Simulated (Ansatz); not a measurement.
Response of Bi2Te3 to small distortions

```yaml
crystal:
  lattice:
    - [2.19300, 1.26613, 10.16567]
    - [-2.19300, 1.26613, 10.16567]
    - [0.00000, -2.53226, 10.16567]
  atoms:
    - { symbol: Bi, position: [0.40000, 0.40000, 0.40000] }
    - { symbol: Bi, position: [0.60000, 0.60000, 0.60000] }
    - { symbol: Te, position: [0.00000, 0.00000, 0.00000] }
    - { symbol: Te, position: [0.20950, 0.20950, 0.20950] }
    - { symbol: Te, position: [0.79050, 0.79050, 0.79050] }
```

Atoms are numbered in the order listed.

The cell is COD entry 9011962, as deposited and not checked against the literature; nothing was relaxed.

No spin–orbit coupling, which matters for the heavy atoms here.

All numbers below come from DFT, PBE, all-electron LAPW, scalar-relativistic (Ansatz 0.2.0).

Settings: a Γ-centred 7×7×7 k mesh, Fermi–Dirac smearing of 0.08 eV, basis error target 1 meV/atom, no spin polarisation.

The unchanged cell is at 1.92 GPa.

x, y and z are the Cartesian axes of the cell as listed; fractional coordinates follow a strain, and an engineering shear is twice the off-diagonal strain component.

With equal xy, yz and zx engineering shear strains of -3 %: energy change +9 meV/atom; stress change (xx, yy, zz, yz, xz, xy) -0.81, 1.00, 0.09, 1.71, 0.74, 0.14 GPa, compression positive; change of the force on Te4 (-0.096, -0.208, -0.006) eV/Å.

With equal xy, yz and zx engineering shear strains of -1 %: energy change under 1 meV/atom; stress change (xx, yy, zz, yz, xz, xy) -0.28, 0.30, 0.01, 0.56, 0.26, 0.05 GPa, compression positive; change of the force on Te4 (-0.033, -0.068, -0.001) eV/Å.

With equal xy, yz and zx engineering shear strains of +2 %: energy change +4 meV/atom; stress change (xx, yy, zz, yz, xz, xy) 0.58, -0.50, 0.04, -1.09, -0.57, -0.09 GPa, compression positive; change of the force on Te4 (0.070, 0.132, -0.003) eV/Å.

(1) With this change (equal xy, yz and zx engineering shear strains of -2 %), what becomes of the energy and stress and forces?

(2) With this change (equal xy, yz and zx engineering shear strains of +1 %), what becomes of the energy and stress and forces?

(3) With this change (equal xy, yz and zx engineering shear strains of +3 %), what becomes of the energy and stress and forces?

## Answers

(1) Energy change +4 meV/atom; stress change (xx, yy, zz, yz, xz, xy) -0.55, 0.63, 0.04, 1.13, 0.51, 0.09 GPa, compression positive; change of the force on Te4 (-0.065, -0.138, -0.003) eV/Å.

(2) Energy change under 1 meV/atom; stress change (xx, yy, zz, yz, xz, xy) 0.29, -0.27, 0.01, -0.55, -0.28, -0.05 GPa, compression positive; change of the force on Te4 (0.034, 0.067, -0.001) eV/Å.

(3) Energy change +9 meV/atom; stress change (xx, yy, zz, yz, xz, xy) 0.88, -0.70, 0.09, -1.61, -0.88, -0.13 GPa, compression positive; change of the force on Te4 (0.106, 0.197, -0.006) eV/Å.
